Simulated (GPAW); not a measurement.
# Nb: equation of state with LDA

The system is Nb.

```xyz
1
Lattice="-1.6640 1.6640 1.6640 1.6640 -1.6640 1.6640 1.6640 1.6640 -1.6640" Properties=species:S:1:pos:R:3 pbc="T T T"
Nb    0.0000    0.0000    0.0000
```

* Program: GPAW 26.7.0
* Task: equation of state
* Functional: LDA
* Potentials or basis: JTH PAW 2.0, LDA
* Cutoff: 600 eV
* Basis: pw
* k mesh: 11 × 11 × 11
* Occupations: fermi-dirac, width 0.05 eV
* Spin: no spin polarisation
* Maxiter: 150
* Eos scales: [0.94, 0.96, 0.98, 1.0, 1.02, 1.04, 1.06]
* Data set: Nb jth

| Item | Value |
| --- | --- |
| Equilibrium volume | 17.19 Å³/atom (rough: see the caveat) |
| Bulk modulus | 188 GPa (rough) |

Energy against volume, from the lowest point:
```csv
volume (Å³/atom),energy (meV/atom)
17.322,0.00
17.691,7.72
18.060,23.40
18.428,46.81
18.797,76.97
19.165,113.22
19.534,155.30
```

It took 87 s on 1 thread of Arm Neoverse V1, on a shared host, peak memory 0.2 GiB.

Caveat: the minimum lies outside the volumes run; the program truncates these outside data sets.
